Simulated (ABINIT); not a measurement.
# TePb (Fm-3m) in ABINIT: notebook

Runs on TePb. Level: r2SCAN. Tasks: single point.

Everything below comes from runs of ABINIT 10.8.3 (patched build). Logs are shortened: lines on timing, memory, paths and dates and some standing lists are left out, and cuts for length are marked. The log counts tension as positive stress, the text compression.

**The experiment to reproduce.**

A printed reference work, monograph reports, for a bulk crystal of TePb at 4.2 K: band gap 0.19 eV (direct).

How close the calculation comes is told below.

### Step 1. The structure

It takes space group Fm-3m (No. 225, cubic). Conventional cell: a = 6.462 Å, b = 6.462 Å, c = 6.462 Å, α = 90.00°, β = 90.00°, γ = 90.00°. Around Pb (site symmetry m-3m) lie 6 Te at 3.23 Å. Te (site symmetry m-3m) is surrounded by 6 Pb at 3.23 Å.

### Step 2. Single point, r2SCAN

Input file run.abi:

```
# Pseudopotentials
pp_dirpath "./"
pseudos "Pb.GGA_PBE-JTH.xml, Te.GGA_PBE-JTH.xml"

# Structure
acell 3*1.0
rprim
     0.0000000000     6.1057051087     6.1057051087
     6.1057051087     0.0000000000     6.1057051087
     6.1057051087     6.1057051087     0.0000000000
ntypat 2
znucl 82 52
natom 2
typat 1 2
xred
     0.0000000000     0.0000000000     0.0000000000
     0.5000000000     0.5000000000     0.5000000000

# Plane-wave basis
ecut 20.0
pawecutdg 40.0

# k points
kptopt 1
ngkpt 4 4 4
nshiftk 1
shiftk 0.0 0.0 0.0

# Exchange and correlation
ixc -497498
usekden 1
pawxcdev 0

# Bands and occupations
nband 14
occopt 3
tsmear 0.05 eV

# SCF cycle
nstep 100
tolvrs 1.0e-7

# Output
iomode 3
prtwf 0
prtden 0
prteig 0
prtebands 0
enunit 1
prtvol 2
```

Potentials or basis: JTH PAW PBE v2.0.

The run is started by

```bash
$ abinit run.abi > log 2>&1
```

run.abo:

```text
.Version 10.8.3 of ABINIT
 Symmetries : space group Fm -3 m (#225); Bravais cF (face-center cubic)
================================================================================
 Values of the parameters that define the memory need of the present run
     intxc =       0    ionmov =       0      iscf =      17    lmnmax =      18
     lnmax =       6     mgfft =      36  mpssoang =       3    mqgrid =    3001
     natom =       2  nloc_mem =       2    nspden =       1   nspinor =       1
    nsppol =       1      nsym =      48    n1xccc =       1    ntypat =       2
    occopt =       3   xclevel =       2
       mpw =        1964          nfft =       46656          nkpt =           8
 PAW method is used; the additional fine FFT grid is defined by:
   mgfftf=        50    nfftf =    125000
================================================================================
================================================================================

--------------------------------------------------------------------------------
------------- Echo of variables that govern the present computation ------------
--------------------------------------------------------------------------------
 -outvars: echo values of preprocessed input variables --------
            acell      1.0000000000E+00  1.0000000000E+00  1.0000000000E+00 Bohr
              amu      2.07200000E+02  1.27600000E+02
             ecut      2.00000000E+01 Hartree
           enunit           1
              ixc     -497498
         kptrlatt        4    0    0      0    4    0      0    0    4
          kptrlen      3.45390839E+01
            natom           2
            nband          14
            ngfft          36      36      36
          ngfftdg          50      50      50
             nkpt           8
            nstep         100
             nsym          48
           ntypat           2
           occopt           3
        pawecutdg      4.00000000E+01 Hartree
         pawxcdev           0
           prtden           0
        prtebands           0
           prteig           0
          prtkden           1
           prtvol           2
            prtwf           0
            rprim      0.0000000000E+00  6.1057051087E+00  6.1057051087E+00
                       6.1057051087E+00  0.0000000000E+00  6.1057051087E+00
                       6.1057051087E+00  6.1057051087E+00  0.0000000000E+00
          spgroup         225
           tolvrs      1.00000000E-07
           tsmear      1.83746611E-03 Hartree
            typat      1  2
          usekden           1
           useylm           1
           xangst      0.0000000000E+00  0.0000000000E+00  0.0000000000E+00
                       3.2309999978E+00  3.2309999978E+00  3.2309999978E+00
            xcart      0.0000000000E+00  0.0000000000E+00  0.0000000000E+00
                       6.1057051087E+00  6.1057051087E+00  6.1057051087E+00
             xred      0.0000000000E+00  0.0000000000E+00  0.0000000000E+00
                       5.0000000000E-01  5.0000000000E-01  5.0000000000E-01
            znucl       82.00000   52.00000

================================================================================

 chkinp: Checking input parameters for consistency.

================================================================================
== DATASET  1 ==================================================================

--- !DatasetInfo
iteration_state: {dtset: 1, }
dimensions: {natom: 2, nkpt: 8, mband: 14, nsppol: 1, nspinor: 1, nspden: 1, mpw: 1964, }
cutoff_energies: {ecut:  20.0, pawecutdg:  40.0, }
electrons: {nelect:   2.00000000E+01, charge:   0.00000000E+00, occopt:   3.00000000E+00, tsmear:   1.83746611E-03, }
meta: {optdriver: 0, ionmov: 0, optcell: 0, iscf: 17, paral_kgb: 0, }
...

 Real(R)+Recip(G) space primitive vectors, cartesian coordinates (Bohr,Bohr^-1):
 R(1)=  0.0000000  6.1057051  6.1057051  G(1)= -0.0818906  0.0818906  0.0818906
 R(2)=  6.1057051  0.0000000  6.1057051  G(2)=  0.0818906 -0.0818906  0.0818906
 R(3)=  6.1057051  6.1057051  0.0000000  G(3)=  0.0818906  0.0818906 -0.0818906
 Unit cell volume ucvol=  4.5523691E+02 bohr^3
 Angles (23,13,12)=  6.00000000E+01  6.00000000E+01  6.00000000E+01 degrees

 Coarse grid specifications (used for wave-functions):

 getcut: wavevector=  0.0000  0.0000  0.0000  ngfft=  36  36  36
         ecut(hartree)=     20.000   => boxcut(ratio)=   2.07096

[... 113 lines left out ...]
  8.43E-11 1.91E-10 2.11E-10 2.21E-10 6.11E-11 3.93E-10
  -0.2500  0.2500  0.0000    1  2.90566E-06 kpt; spin; max resid(k); each band:
  9.89E-11 6.27E-11 2.25E-10 3.83E-11 5.05E-11 7.17E-10 1.37E-10 1.11E-10
  3.60E-10 2.51E-10 2.91E-11 5.52E-11 9.42E-11 2.91E-06
   0.5000  0.5000  0.0000    1  4.64885E-09 kpt; spin; max resid(k); each band:
  4.84E-10 1.50E-10 1.13E-11 8.22E-12 2.51E-11 1.63E-09 3.90E-11 2.91E-11
  3.06E-11 3.16E-11 4.65E-09 4.44E-11 4.52E-11 2.10E-10
  -0.2500  0.5000  0.2500    1  1.93797E-08 kpt; spin; max resid(k); each band:
  5.05E-11 1.53E-10 5.49E-11 1.20E-10 2.90E-11 4.67E-10 1.49E-10 3.42E-10
  8.55E-11 1.77E-10 2.25E-11 2.43E-09 1.94E-08 1.35E-10
 reduced coordinates (array xred) for    2 atoms
       0.000000000000      0.000000000000      0.000000000000
       0.500000000000      0.500000000000      0.500000000000
 rms dE/dt=  0.0000E+00; max dE/dt=  0.0000E+00; dE/dt below (all hartree)
    1       0.000000000000      0.000000000000      0.000000000000
    2       0.000000000000      0.000000000000      0.000000000000

 cartesian coordinates (angstrom) at end:
    1      0.00000000000000     0.00000000000000     0.00000000000000
    2      3.23099999782612     3.23099999782612     3.23099999782612

 cartesian forces (hartree/bohr) at end:
    1     -0.00000000000000    -0.00000000000000    -0.00000000000000
    2     -0.00000000000000    -0.00000000000000    -0.00000000000000
 frms,max,avg= 0.0000000E+00 0.0000000E+00   0.000E+00  0.000E+00  0.000E+00 h/b

 cartesian forces (eV/Angstrom) at end:
    1     -0.00000000000000    -0.00000000000000    -0.00000000000000
    2     -0.00000000000000    -0.00000000000000    -0.00000000000000
 frms,max,avg= 0.0000000E+00 0.0000000E+00   0.000E+00  0.000E+00  0.000E+00 e/A
 length scales=  1.000000000000  1.000000000000  1.000000000000 bohr
              =  0.529177210544  0.529177210544  0.529177210544 angstroms
 Fermi (or HOMO) energy (eV) =  -0.48064   Average Vxc (eV)=  -9.45078
 Eigenvalues (   eV  ) for nkpt=   8  k points:
 kpt#   1, nband= 14, wtk=  0.01563, kpt=  0.0000  0.0000  0.0000 (reduced coord)
 -18.40380  -18.40380  -18.39340  -18.39340  -18.39340  -13.51790   -6.63526   -2.48867
  -2.48867   -2.48867    3.43775    3.43775    3.43775    5.24596
 kpt#   2, nband= 14, wtk=  0.12500, kpt=  0.2500  0.0000  0.0000 (reduced coord)
 -18.41088  -18.41088  -18.39214  -18.38509  -18.38509  -12.97150   -8.20219   -2.31410
  -2.31410   -1.67181    1.41917    1.65976    1.65976    5.46017
 kpt#   3, nband= 14, wtk=  0.06250, kpt=  0.5000  0.0000  0.0000 (reduced coord)
 -18.41870  -18.41870  -18.39090  -18.37555  -18.37555  -12.00582   -9.89449   -2.00746
  -2.00746   -0.97967    0.01842    0.39853    0.39853    8.08602
 kpt#   4, nband= 14, wtk=  0.09375, kpt=  0.2500  0.2500  0.0000 (reduced coord)
 -18.43095  -18.39866  -18.39828  -18.38084  -18.38084  -12.79792   -8.01804   -3.30517
  -3.30517   -2.46558    1.82522    3.41306    3.84947    3.84947
 kpt#   5, nband= 14, wtk=  0.37500, kpt=  0.5000  0.2500  0.0000 (reduced coord)
 -18.44371  -18.40474  -18.39343  -18.37653  -18.37223  -11.89698   -9.27740   -4.32249
  -3.26793   -2.96021    2.47726    2.66119    3.83546    4.63435
 kpt#   6, nband= 14, wtk=  0.18750, kpt= -0.2500  0.2500  0.0000 (reduced coord)
 -18.42436  -18.41423  -18.38678  -18.38094  -18.37974  -12.19645   -9.17964   -4.25245
  -2.19262   -1.63043    0.91706    0.92717    3.98718    6.39333
 kpt#   7, nband= 14, wtk=  0.04688, kpt=  0.5000  0.5000  0.0000 (reduced coord)
 -18.47136  -18.40359  -18.39254  -18.36724  -18.36724  -11.73332   -8.51722   -5.68840
  -3.96261   -3.96261    2.59492    4.88645    4.88645    6.17632
 kpt#   8, nband= 14, wtk=  0.09375, kpt= -0.2500  0.5000  0.2500 (reduced coord)
 -18.45150  -18.40505  -18.38555  -18.38555  -18.36701  -11.56470   -9.26528   -4.96038
  -4.96038   -1.43525    0.89964    4.59716    4.59716    6.36678
 Total charge density [el/Bohr^3]
)     Maximum=    1.9670E+00  at reduced coord.    0.0000    0.0000    0.0000
)Next maximum=    1.9077E+00  at reduced coord.    0.0000    0.0200    0.9800
)     Minimum=   -2.7711E-02  at reduced coord.    0.5000    0.5000    0.5000
)Next minimum=   -2.4683E-02  at reduced coord.    0.5000    0.5000    0.4800
   Integrated=    2.0000E+01

--- !EnergyTerms
iteration_state     : {dtset: 1, }
comment             : Components of total free energy in Hartree
kinetic             :  7.39383649952941E+00
hartree             :  2.21668524357127E+01
xc                  : -6.21525873746426E+00
Ewald energy        : -5.10491050440784E+01
psp_core            :  5.87427979838433E+00
local_psp           : -6.85776137649666E+01
PAW spherical_terms :  9.60785427038516E+01
internal            :  5.67153389096875E+00
'-kT*entropy'       : -2.33649234920287E-07
total_energy        :  5.67153365731952E+00
total_energy_eV     :  1.54330292956403E+02
...

--- !EnergyTermsDC
iteration_state     : {dtset: 1, }
comment             : '"Double-counting" decomposition of free energy'
band_energy         : -8.99343719813736E+00
Ewald energy        : -5.10491050440784E+01
psp_core            :  5.87427979838433E+00
xc_dc               : -2.26059085595309E+01
PAW spherical_terms :  8.24458344773800E+01
internal            :  5.67166347401763E+00
'-kT*entropy'       : -2.33649234920287E-07
total_energy_dc     :  5.67166324036839E+00
total_energy_dc_eV  :  1.54333819090797E+02
...

--- !EnergyTermsWithPAWCore
iteration_state     : {dtset: 1, }
comment             : 'Components of total free energy, including PAW core contributions'
Total energy        : -2.76777781810972E+04
Total energy DC     : -2.76777780515141E+04
Total energy (eV)   : -7.53150712516421E+05
Total energy DC (eV): -7.53150708990287E+05
...

 Cartesian components of stress tensor (hartree/bohr^3)
  sigma(1 1)= -4.75080178E-05  sigma(3 2)=  0.00000000E+00
  sigma(2 2)= -4.75080178E-05  sigma(3 1)=  0.00000000E+00
  sigma(3 3)= -4.75080178E-05  sigma(2 1)=  0.00000000E+00

-Cartesian components of stress tensor (GPa)         [Pressure=  1.3977E+00 GPa]
- sigma(1 1)= -1.39773414E+00  sigma(3 2)=  0.00000000E+00
- sigma(2 2)= -1.39773414E+00  sigma(3 1)=  0.00000000E+00
- sigma(3 3)= -1.39773414E+00  sigma(2 1)=  0.00000000E+00

== END DATASET(S) ==============================================================
================================================================================

 -outvars: echo values of variables after computation  --------
            acell      1.0000000000E+00  1.0000000000E+00  1.0000000000E+00 Bohr
           etotal      5.6716632404E+00
            fcart     -0.0000000000E+00 -0.0000000000E+00 -0.0000000000E+00
                      -0.0000000000E+00 -0.0000000000E+00 -0.0000000000E+00
            rprim      0.0000000000E+00  6.1057051087E+00  6.1057051087E+00
                       6.1057051087E+00  0.0000000000E+00  6.1057051087E+00
                       6.1057051087E+00  6.1057051087E+00  0.0000000000E+00
           strten     -4.7508017847E-05 -4.7508017847E-05 -4.7508017847E-05
                       0.0000000000E+00  0.0000000000E+00  0.0000000000E+00
           xangst      0.0000000000E+00  0.0000000000E+00  0.0000000000E+00
                       3.2309999978E+00  3.2309999978E+00  3.2309999978E+00
             xred      0.0000000000E+00  0.0000000000E+00  0.0000000000E+00
                       5.0000000000E-01  5.0000000000E-01  5.0000000000E-01
 Calculation completed.
```

Run time: 25 s. Hardware: 1 thread of Arm Neoverse V2, shared host; peak memory 0.15 GiB.

What came out:

| Item | Value |
| --- | --- |
| Free energy | 154.3338 eV |
| Band gap on the k mesh | 1.00 eV, direct |
| Valence electrons inside the program's atomic spheres | Pb 11.33; Te 3.15 |

Caveat: the k mesh is coarse (spacing up to 0.42 Å⁻¹), so the values aren't converged; the cutoff is too short for stress, so the log's stress isn't used; totals of a meta-GGA on PAW files have another zero than those of a GGA; the PAW data sets were made with another functional, which shifts forces and pressure a little; spin-orbit coupling is left out, which as a rule narrows the gap of such compounds by several tenths of an eV.

### Step 3. Single point, r2SCAN

Input file run.abi:

```
# Pseudopotentials
pp_dirpath "./"
pseudos "Pb.GGA_PBE-JTH.xml, Te.GGA_PBE-JTH.xml"

# Structure
acell 3*1.0 Angstrom
rprim
     0.0000000000     3.2310000000     3.2310000000
     3.2310000000     0.0000000000     3.2310000000
     3.2310000000     3.2310000000     0.0000000000
ntypat 2
znucl 82 52
natom 2
typat 1 2
xred
     0.0000000000     0.0000000000     0.0000000000
     0.5000000000     0.5000000000     0.5000000000

# Plane-wave basis
ecut 544.227725 eV
pawecutdg 40.0

# k points
kptopt 1
ngkpt 6 6 6
nshiftk 1
shiftk 0.0 0.0 0.0

# Exchange and correlation
ixc -497498
usekden 1
pawxcdev 0

# Bands and occupations
nband 14
occopt 3
tsmear 0.05 eV

# SCF cycle
nstep 100
tolvrs 1.0e-7

# Output
iomode 3
prtwf 0
prteig 0
prtebands 0
prtden 1
prtvha 1
prtvclmb 1
prtpot 1
```

Potentials or basis: JTH PAW PBE v2.0.

The run is started by

```bash
$ abinit run.abi > log 2>&1
```

run.abo:

```text
.Version 10.8.3 of ABINIT
 Symmetries : space group Fm -3 m (#225); Bravais cF (face-center cubic)
================================================================================
 Values of the parameters that define the memory need of the present run
     intxc =       0    ionmov =       0      iscf =      17    lmnmax =      18
     lnmax =       6     mgfft =      36  mpssoang =       3    mqgrid =    3001
     natom =       2  nloc_mem =       2    nspden =       1   nspinor =       1
    nsppol =       1      nsym =      48    n1xccc =       1    ntypat =       2
    occopt =       3   xclevel =       2
       mpw =        1960          nfft =       46656          nkpt =          16
 PAW method is used; the additional fine FFT grid is defined by:
   mgfftf=        50    nfftf =    125000
================================================================================
================================================================================

--------------------------------------------------------------------------------
------------- Echo of variables that govern the present computation ------------
--------------------------------------------------------------------------------
 -outvars: echo values of preprocessed input variables --------
            acell      1.8897261259E+00  1.8897261259E+00  1.8897261259E+00 Bohr
              amu      2.07200000E+02  1.27600000E+02
             ecut      2.00000000E+01 Hartree
              ixc     -497498
         kptrlatt        6    0    0      0    6    0      0    0    6
          kptrlen      5.18086259E+01
            natom           2
            nband          14
[... 216 lines left out ...]
internal            :  5.67124244115892E+00
'-kT*entropy'       : -7.11136383351681E-08
total_energy_dc     :  5.67124237004528E+00
total_energy_dc_eV  :  1.54322366625875E+02
...

--- !EnergyTermsWithPAWCore
iteration_state     : {dtset: 1, }
comment             : 'Components of total free energy, including PAW core contributions'
Total energy        : -2.76777785422058E+04
Total energy DC     : -2.76777784723845E+04
Total energy (eV)   : -7.53150722342686E+05
Total energy DC (eV): -7.53150720442752E+05
...

 Cartesian components of stress tensor (hartree/bohr^3)
  sigma(1 1)= -4.57393353E-05  sigma(3 2)=  0.00000000E+00
  sigma(2 2)= -4.57393353E-05  sigma(3 1)=  0.00000000E+00
  sigma(3 3)= -4.57393353E-05  sigma(2 1)=  0.00000000E+00

-Cartesian components of stress tensor (GPa)         [Pressure=  1.3457E+00 GPa]
- sigma(1 1)= -1.34569770E+00  sigma(3 2)=  0.00000000E+00
- sigma(2 2)= -1.34569770E+00  sigma(3 1)=  0.00000000E+00
- sigma(3 3)= -1.34569770E+00  sigma(2 1)=  0.00000000E+00

== END DATASET(S) ==============================================================
================================================================================

 -outvars: echo values of variables after computation  --------
            acell      1.8897261259E+00  1.8897261259E+00  1.8897261259E+00 Bohr
           etotal      5.6712423700E+00
            fcart     -0.0000000000E+00 -0.0000000000E+00 -0.0000000000E+00
                      -0.0000000000E+00 -0.0000000000E+00 -0.0000000000E+00
            rprim      0.0000000000E+00  3.2310000000E+00  3.2310000000E+00
                       3.2310000000E+00  0.0000000000E+00  3.2310000000E+00
                       3.2310000000E+00  3.2310000000E+00  0.0000000000E+00
           strten     -4.5739335305E-05 -4.5739335305E-05 -4.5739335305E-05
                       0.0000000000E+00  0.0000000000E+00  0.0000000000E+00
           xangst      0.0000000000E+00  0.0000000000E+00  0.0000000000E+00
                       3.2310000000E+00  3.2310000000E+00  3.2310000000E+00
             xred      0.0000000000E+00  0.0000000000E+00  0.0000000000E+00
                       5.0000000000E-01  5.0000000000E-01  5.0000000000E-01
 Calculation completed.
```

Run time: 47 s. Hardware: 1 thread of Arm Neoverse V2, shared host; peak memory 0.16 GiB.

What came out:

```
Free energy                                           : 154.3224 eV
Band gap on the k mesh                                : 1.00 eV, direct
Valence electrons inside the program's atomic spheres : Pb 11.33; Te 3.15
```

Levels at points of the mesh, in eV from the valence-band top:
| k point | band 6 | band 7 | band 8 | band 9 | band 10 | band 11 | band 12 | band 13 | band 14 |
| --- | --- | --- | --- | --- | --- | --- | --- | --- | --- |
| (0.00, 0.00, 0.00) | -12.54 | -5.66 | -1.51 | -1.51 | -1.51 | 4.42 | 4.42 | 4.42 | 6.22 |
| (0.50, 0.00, 0.00) | -11.03 | -8.92 | -1.03 | -1.03 | 0.00 | 1.00 | 1.38 | 1.38 | 9.06 |
| (0.50, 0.50, 0.00) | -10.76 | -7.54 | -4.71 | -2.99 | -2.99 | 3.57 | 5.86 | 5.86 | 7.15 |

Caveat: the cutoff is too short for stress, so the log's stress isn't used; totals of a meta-GGA on PAW files have another zero than those of a GGA; the PAW data sets were made with another functional, which shifts forces and pressure a little; spin-orbit coupling is left out, which as a rule narrows the gap of such compounds by several tenths of an eV.

### Step 4. How close it comes

Step 3. Measured gap of TePb: 0.19 eV (direct; 4.2 K; a printed reference work, monograph). This calculation gives 1.00 eV (+0.81 eV). Spin-orbit coupling on Pb, Te is left out. The value is that of r2SCAN on a finite k mesh, which can miss the band edges, without temperature or zero-point motion.
